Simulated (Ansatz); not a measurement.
Does relaxation matter for the field gradients of Cu2O with an O vacancy?

Start: a supercell of Cu2O (cuprite type, Pn-3m) built from a COD entry (the entry's cell lengths or inner coordinates differ somewhat from later room-temperature determinations), with all atoms left at the host's positions.

```
Cu O
1.0
    -4.26000    4.26000    4.26000
     4.26000   -4.26000    4.26000
     4.26000    4.26000   -4.26000
Cu O
16 7
Direct
  0.25000 0.25000 0.25000
  0.75000 0.75000 0.25000
  0.75000 0.25000 0.75000
  0.25000 0.75000 0.75000
  0.75000 0.50000 0.50000
  0.25000 0.00000 0.50000
  0.25000 0.50000 0.00000
  0.75000 0.00000 0.00000
  0.50000 0.50000 0.75000
  0.00000 0.00000 0.75000
  0.00000 0.50000 0.25000
  0.50000 0.00000 0.25000
  0.50000 0.75000 0.50000
  0.00000 0.25000 0.50000
  0.00000 0.75000 0.00000
  0.50000 0.25000 0.00000
  0.50000 0.50000 0.00000
  0.50000 0.00000 0.50000
  0.00000 0.50000 0.50000
  0.50000 0.50000 0.50000
  0.00000 0.00000 0.50000
  0.00000 0.50000 0.00000
  0.50000 0.00000 0.00000
```

Atom numbers follow the list; atoms alike are taken as one site, whose name carries the number of the first.

Method: Kohn–Sham DFT in Ansatz, PBE, plane waves and PAW, scalar-relativistic, 420 eV cutoff, Γ-centred 3×3×3 k-points, Fermi–Dirac smearing 0.01 eV, cell charge +2.

The largest force at the start is 1.9 eV/Å. Relaxing the ions at fixed cell moves them by 0.315 Å at most (atom 8, Cu) and 0.164 Å rms. End positions:

```
CELL_PARAMETERS angstrom
-4.26000 4.26000 4.26000
4.26000 -4.26000 4.26000
4.26000 4.26000 -4.26000
ATOMIC_POSITIONS crystal
Cu 0.20724 0.20724 0.20724
Cu 0.75203 0.75203 0.26103
Cu 0.75203 0.26103 0.75203
Cu 0.26103 0.75203 0.75203
Cu 0.73897 0.49100 0.49100
Cu 0.24797 0.00000 0.50900
Cu 0.24797 0.50900 0.00000
Cu 0.79276 0.00000 0.00000
Cu 0.49100 0.49100 0.73897
Cu 0.00000 0.00000 0.79276
Cu 0.00000 0.50900 0.24797
Cu 0.50900 0.00000 0.24797
Cu 0.49100 0.73897 0.49100
Cu 0.00000 0.24797 0.50900
Cu 0.00000 0.79276 0.00000
Cu 0.50900 0.24797 0.00000
O 0.50000 0.50000 0.00000
O 0.50000 0.00000 0.50000
O 0.00000 0.50000 0.50000
O 0.47318 0.47318 0.47318
O 0.00000 0.00000 0.52682
O 0.00000 0.52682 0.00000
O 0.52682 0.00000 0.00000
```

```json
{"site": "Cu1", "atom": "1", "moved (Å)": "0.315", "first shell before": "1 O at 1.84 Å", "first shell after": "1 O at 1.96 Å", "V_zz before (10²¹ V/m²)": "-2.56", "η before": "0.00"}
{"site": "Cu2", "atom": "2", "moved (Å)": "0.073", "first shell before": "2 O at 1.84 Å, angle 180°", "first shell after": "2 O at 1.88 Å, angle 178°", "V_zz before (10²¹ V/m²)": "-3.24", "η before": "0.20"}
{"site": "O17", "atom": "17", "moved (Å)": "0.000", "first shell before": "4 Cu at 1.84 Å", "first shell after": "4 Cu at 1.88 Å", "V_zz before (10²¹ V/m²)": "0.31", "η before": "0.00"}
{"site": "O20", "atom": "20", "moved (Å)": "0.198", "first shell before": "4 Cu at 1.84 Å", "first shell after": "4 Cu at 1.88–1.96 Å", "V_zz before (10²¹ V/m²)": "0.034", "η before": "0.00"}
```

Task: What are V_zz and η after the relaxation?

Result: 

| site | atom | V_zz after | η after | change of V_zz |
| --- | --- | --- | --- | --- |
| Cu1 | 1 | -3.81 | 0.00 | -1.25 |
| Cu2 | 2 | -2.30 | 0.10 | +0.94 |
| O17 | 17 | -1.48 | 0.00 | -1.79 |
| O20 | 20 | 0.27 | 0.00 | +0.24 |

The largest change of V_zz is on O17, from 0.31 to -1.48. In per cent, |V_zz| changes by -29 to +49 on Cu (all sites that start above 2). On Cu2 V_xx and V_yy change places (or their axes turn by over 50°), so the two values of η hide a larger change. V_zz changes sign on O17 (same axis).

The run isn't spin-polarised, and a state with spin may lie lower. The defect repeats with the cell of 23 atoms, so it feels its images: sites between two images don't show the values beside a lone defect, and zeros or small values of η there can come from the images' arrangement. Cu carries a gradient in the pure host already, so the values there aren't the defect's effect alone. A uniform background compensates the cell's charge. The defect cell has no gap above 0.1 eV on its mesh, so the values can hang on the smearing and the k-mesh. Semilocal functionals underestimate gradients at Cu(I) with two or three neighbours, in Cu₂O by a fifth to nearly a half.
Before: The neighbours have not yet relaxed around the defect (largest force 1.9 eV/Å), so a real crystal will differ.
After: The relaxation keeps the symmetry of the vacancy's site, so distortions that break it, Jahn–Teller ones too, aren't explored.
